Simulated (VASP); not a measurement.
Set up this calculation in VASP 6.6.1, as the native input.

```yaml
Task: optical spectrum
Functional: r2SCAN
Potentials_or_basis: VASP PAW PBE potentials, release 64 (W_sv)
Cutoff: 520 eV
k_mesh: 12 × 12 × 12
Occupations: methfessel-paxton, width 0.1 eV
Spin: no spin polarisation
Further_INCAR_settings: ALGO = Normal; EDIFF = 1e-07; NBANDS = 55
```

The structure of W lies in POSCAR:

```
W
2.7407
   -0.577350676834      0.577350676834      0.577350676834
    0.577350676834     -0.577350676834      0.577350676834
    0.577350676834      0.577350676834     -0.577350676834
W
1
Direct
    0.0000000000      0.0000000000      0.0000000000
```

One way to write it, as run:

INCAR

```
PREC     = Accurate       # precision mode
ENCUT    = 520            # plane-wave cutoff, eV
EDIFF    = 1E-7           # SCF threshold, eV
ISMEAR   = 1              # smearing method
SIGMA    = 0.1            # smearing width, eV
LREAL    = False          # projectors in reciprocal space
LASPH    = True           # aspherical terms in the spheres
NELM     = 100            # most SCF steps
ALGO     = Normal         # electronic algorithm
ISIF     = 2              # what is computed and relaxed
LWAVE    = False          # write WAVECAR
LCHARG   = False          # write CHGCAR
METAGGA  = R2SCAN         # meta-GGA
LMIXTAU  = True         
LOPTICS  = True           # frequency-dependent dielectric function
NBANDS   = 55             # bands
NEDOS    = 2000           # points of the DOS
CSHIFT   = 0.05
```

KPOINTS

```
Automatic mesh
0
Gamma
  12 12 12
```

Potentials or basis: VASP PAW PBE potentials, release 64 (W_sv).

Launch:

```console
$ cat potpaw_PBE.64/W_sv/POTCAR > POTCAR
$ mpirun -np 1 vasp_std > vasp.out
```

Results of the run:

| Property | Result |
| --- | --- |
| Pressure | 3.0 GPa |
| Band gap on the k mesh | none (metal or under the smearing width) |

Caveat: spectra need much finer meshes, so this one isn't converged; independent-particle spectra lack excitons; the intraband (Drude) part of a metal's response may be missing; the PAW data sets were made with another functional, which shifts forces and pressure a little.

Run time: 3 min on 1 thread of Intel(R) Xeon(R) Platinum 8559C (Emerald Rapids) (shared host), peak memory 0.18 GiB.
